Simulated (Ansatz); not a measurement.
# Au: equation of state with PBE

Crystal: Au.

```
Au
1.0
     0.00000    2.03500    2.03500
     2.03500    0.00000    2.03500
     2.03500    2.03500    0.00000
Au
1
Cartesian
  0.0000 0.0000 0.0000
```

| Property | Result |
| --- | --- |
| Program | Ansatz 0.2.0 |
| Task | equation of state |
| Functional | PBE |
| Potentials or basis | Ansatz PAW large core |
| Cutoff | 420 eV |
| Density cutoff | 1680 eV |
| k mesh | 11 × 11 × 11 |
| Occupations | fermi-dirac, width 0.05 eV |
| Spin | no spin polarisation |

- Equilibrium volume: 17.95 Å³/atom (rough: see the caveat)
- Bulk modulus: 141 GPa (rough)

Energy against volume, from the lowest point:
```
volume (Å³/atom)  energy (meV/atom)
          15.843             144.30
          16.181              96.98
          16.518              60.55
          16.855              33.71
          17.192              15.33
          17.529               4.39
          17.866               0.00
```

All runs of the series together: 2.2 s on 2 threads of INTEL(R) XEON(R) PLATINUM 8581C CPU @ 2.30GHz (Emerald Rapids), on a shared host.

Caveat: the minimum lies outside the volumes run; this set keeps more shells in the core, which shifts pressures and gaps. Spin-orbit coupling is left out, which matters for the levels of Au.
